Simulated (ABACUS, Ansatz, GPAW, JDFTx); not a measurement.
V: energy against volume and a worked fit

```cif
data_structure
_symmetry_space_group_name_H-M 'P 1'
_symmetry_Int_Tables_number 1
_cell_length_a 2.6229
_cell_length_b 2.6229
_cell_length_c 2.6229
_cell_angle_alpha 109.471
_cell_angle_beta 109.471
_cell_angle_gamma 109.471
_cell_volume 13.89
loop_
_atom_site_label
_atom_site_type_symbol
_atom_site_fract_x
_atom_site_fract_y
_atom_site_fract_z
_atom_site_occupancy
V1 V 0.00000 0.00000 0.00000 1
```

The cell was scaled at fixed shape and fractions and run with Ansatz, Ansatz PAW (earlier soft set), cutoff 420 eV; PBE, k mesh 12 × 12 × 12 on the cell of 1 atom, fermi-dirac occupations of 0.05 eV, collinear spin, ferromagnetic start, no spin-orbit coupling. Energies are those that the program minimises, any entropy of the smearing included. For a metal such a mesh isn't converged to the digits shown. The magnetic state is the one that the start led to, which needn't be the lowest.

```tsv
V (Å³/atom)	energy over the lowest row (meV/atom)
13.0577	6.50
13.3355	0.00
13.6133	?
13.8912	6.58
14.1690	18.48
14.4468	35.50
14.7246	57.05
```

Q: Fit the third-order Birch-Murnaghan form, give V0, B0 and B′, and predict the energy left open.

A: With y = (V0/V)^(2/3), E = E0 + (9 V0 B0/16) [(y - 1)³ B′ + (y - 1)² (6 - 4y)]. Least squares through the rows shown give V0 = 13.4634 Å³/atom, E0 = -0.70 meV, B0 = 180.1 GPa (1 eV/Å³ = 160.218 GPa) and B′ = 3.64, with a largest miss of 0.02 meV. At V = 13.6133 the form with these constants gives 0.22 meV; the run gave 0.21 meV an atom. Other set-ups at this level, from all their volumes (Å³/atom, GPa): ABACUS, PseudoDojo NC SR 0.4.1 PBE standard, plane waves: V0 13.473, B0 180.2; GPAW, GPAW PAW data sets (gpaw-data 1.2.1): V0 13.550, B0 180.4; JDFTx, PseudoDojo-SR-PBE-0.5-standard: V0 13.472, B0 180.3; Ansatz, all-electron LAPW, scalar-relativistic: V0 13.455, B0 180.4. Measured volume: 13.83 Å³/atom at 300 K (a printed reference work), so the fit lies -2.7 % from it. The runs are for a static lattice.
